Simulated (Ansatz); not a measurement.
Computed with DFT PBE, scalar-relativistic, plane waves, PAW (Ansatz). Settings: cutoff 420 eV, Γ-centred meshes spaced at most about 0.3 Å⁻¹, and about 0.25 Å⁻¹ or finer for metals (2π included), Gaussian smearing. No spin polarisation.

Each guess is relaxed in cell and atoms at zero pressure, on a coarse mesh first where it starts far from rest and then on a converged one. The steps can't lower the symmetry of the start, but it can rise. Energies are static (0 K, no zero-point motion).

Two unrelaxed guesses for AlP5:

A.

Space group P6/mmm (No. 191). a = 6.018 Å, b = 6.018 Å, c = 3.928 Å, α = 90.00°, β = 90.00°, γ = 120.00°
| atom | site | symmetry | x | y | z |
| --- | --- | --- | --- | --- | --- |
| Al | 1b | 6/mmm | 0.0000 | 0.0000 | 0.5000 |
| P | 3g | mmm | 0.5000 | 0.0000 | 0.5000 |
| P | 2d | -6m2 | 0.3333 | 0.6667 | 0.5000 |

B.

Space group F-43m (No. 216). a = 7.751 Å, b = 7.751 Å, c = 7.751 Å, α = 90.00°, β = 90.00°, γ = 90.00°
```csv
atom,site,symmetry,x,y,z
Al,4a,-43m,0.0000,0.0000,0.0000
P,16e,.3m,0.6250,0.1250,0.1250
P,4c,-43m,0.2500,0.2500,0.2500
```

Question: Which guess leads to the lower structure, and by how much?

Answer: A ends lower, by 176 meV/atom. A: P6/mmm at 20.5 Å³/atom → P6/mmm at 21.6 Å³/atom; B: F-43m at 19.4 Å³/atom → F-43m at 15.3 Å³/atom. Counting P atoms around Al (those within 1.25 times the shortest such distance or 1.15 times the sum of covalent radii; a plus sign parts nearer from farther groups; the shortest distance is added where it is long for a bond), the end of A has Al 6+18 from 4.0 Å and the end of B has Al 16 from 3.0 Å. The end of A holds P–P bonds in all directions (shortest 2.29 Å); in the end of B the shortest P–P distance is 2.48 Å, near bonding range too. End of A. Conventional cell: a = 7.920 Å, c = 2.387 Å. Al has 2 Al at 2.39 Å; around P on a site of symmetry mmm lie 4 P at 2.29–2.39 Å; P on a site of symmetry -6m2 has 5 P at 2.29–2.39 Å. End of B. Conventional cell: a = 7.168 Å. Around Al lie 16 P at 2.98–3.10 Å; P on a site of symmetry -43m has 12 P at 2.97 Å and 4 Al at 3.10 Å; around P on a site of symmetry 3m lie 6 P at 2.48–2.58 Å, 3 P at 2.97 Å and 3 Al at 2.98 Å.

Ends held by symmetry can be saddle points. Neither end is the lowest form computed: that has space group P-6m2 (No. 187) and lies 256 meV/atom below the better end. Even the lowest of the cells shown lies +0.50 eV/atom against the elements. Some candidate types were left out of the draw beforehand, so a known form may be missing.
